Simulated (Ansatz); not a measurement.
A 2-atom cell of YN started from a crystallographic database was relaxed with 5 functionals in the plane-wave code Ansatz, cell and atoms free, the symmetry of the start kept (meshes: PBE 8×8×8, r2SCAN 8×8×8, PBEsol 8×8×8, LDA 8×8×8, HSE06 6×6×6). Calculated for a static, non-magnetic cell.

The r2SCAN result:
```cif
data_structure
_symmetry_space_group_name_H-M 'Fm-3m'
_symmetry_Int_Tables_number 225
_cell_length_a 4.8961
_cell_length_b 4.8961
_cell_length_c 4.8961
_cell_angle_alpha 90.000
_cell_angle_beta 90.000
_cell_angle_gamma 90.000
_cell_volume 117.37
loop_
_atom_site_label
_atom_site_type_symbol
_atom_site_symmetry_multiplicity
_atom_site_Wyckoff_symbol
_atom_site_fract_x
_atom_site_fract_y
_atom_site_fract_z
_atom_site_occupancy
Y1 Y 4 a 0.00000 0.00000 0.00000 1
N1 N 4 b 0.50000 0.00000 0.00000 1
```

Space group Fm-3m (No. 225), cubic; a = 4.896 Å in the conventional setting, 14.67 Å³ an atom. Y has 6 N at 2.45 Å; N has 6 Y at 2.45 Å.

(1) How does the cell change with LDA?

(2) How does the cell change with PBE?

(3) Held at the r2SCAN cell, what mean stress do LDA and PBE find, and does its sign point to their own minimum?

## Answers

(1) a = 4.820 Å; the volume differs by -4.6 % from r2SCAN's. Y has 6 N at 2.41 Å; N has 6 Y at 2.41 Å.

(2) a = 4.906 Å; the volume differs by +0.6 % from r2SCAN's. Around Y lie 6 N at 2.45 Å; around N lie 6 Y at 2.45 Å.

(3) Yes. LDA -7.76 GPa, and its relaxed volume is -4.6 % from r2SCAN's; PBE +0.98 GPa, and its relaxed volume is +0.6 % from r2SCAN's. Compression counts positive, so a positive stress asks for a larger cell.
